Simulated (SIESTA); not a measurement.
**Sn under changes of volume**

One of the cells (29.247 Å³/atom); the others are scaled copies at fixed shape and fractional positions:

```
Sn
1.0
    -1.73797    1.78731    2.35383
     1.73797   -1.78731    2.35383
     1.73797    1.78731   -2.35383
Sn
1
Direct
  0.00000 0.00000 0.00000
```

This isn't the form of Sn at room conditions, which is tetragonal (white tin).

- Program: SIESTA 5.4.2
- Functional: PBEsol
- Potentials or basis: PseudoDojo 0.4 standard (PBEsol files)
- Basis: DZP (energy shift 0.003 Ry; two zetas on semicore shells)
- Grid cutoff: 500 Ry
- Energy shift: 0.003 Ry
- k mesh: 11 × 11 × 11
- Occupations: fermi-dirac, width 0.05 eV
- Spin: no spin polarisation

```tsv
volume (Å³/atom)	energy over the lowest point (meV/atom)	pressure (GPa)
26.953	0.00	0.2
27.526	1.05	-0.8
28.100	?	?
29.247	25.07	-3.3
29.820	38.15	-4.0
30.394	53.63	-4.6
```

Question: What does the run at 28.100 Å³/atom give?

Answer: Energy over the lowest point 6.73 meV/atom; pressure -1.8 GPa.

Worked out: A Birch-Murnaghan fit of order 3 (a polynomial in V^(-2/3)) to the other rows has its minimum at 27.09 Å³/atom with B0 = V·E''(V) = 56 GPa and B' = 6.0 at fixed shape and positions, which overstates the stiffness. It gives 5.96 meV/atom at 28.100 Å³/atom, against the run's 6.73, and -dE/dV = -1.8 GPa, against -1.8.

Energies are extrapolated to zero smearing.

Caveats: the basis of atomic orbitals isn't converged, which shifts pressures, moduli and gaps.
